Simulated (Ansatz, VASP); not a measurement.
Two plane-wave programs on CdTe

```
Cd Te
1.0
     0.00000    3.32175    3.32175
     3.32175    0.00000    3.32175
     3.32175    3.32175    0.00000
Cd Te
1 1
Direct
  0.00000 0.00000 0.00000
  0.25000 0.25000 0.25000
```

Alike in both runs: functional r2SCAN; k mesh 8 × 8 × 8; occupations fermi-dirac, width 0.02 eV; no spin polarisation.

Ansatz relaxed the structure, and its values are those at the end. VASP's run is a single point on that final structure, the one shown.

```csv
,VASP,Ansatz
version,VASP 6.6.1,Ansatz 0.2.0
potentials or method,"VASP PAW PBE potentials, release 64 (Cd, Te)",PAW plane waves
plane-wave cutoff (eV),520,500
valence electrons in the cell,18,36
```

|  | VASP | Ansatz | Ansatz less VASP |
| --- | --- | --- | --- |
| gap on the k mesh at the Fermi level (eV) | 1.03 | 1.04 | +0.004 |
| pressure (GPa) | -1.3 | -1.4 | -0.08 |

The two sets of potentials don't hold the same shells in valence. Ansatz warned: «stress_scf_threshold_loose».

Caveats: the PAW data sets were made with another functional, which shifts forces and pressure a little (VASP); spin-orbit coupling is left out, which moves the levels of the heavy elements. r2SCAN opens gaps a little over a GGA but as a rule still falls short of measured ones.
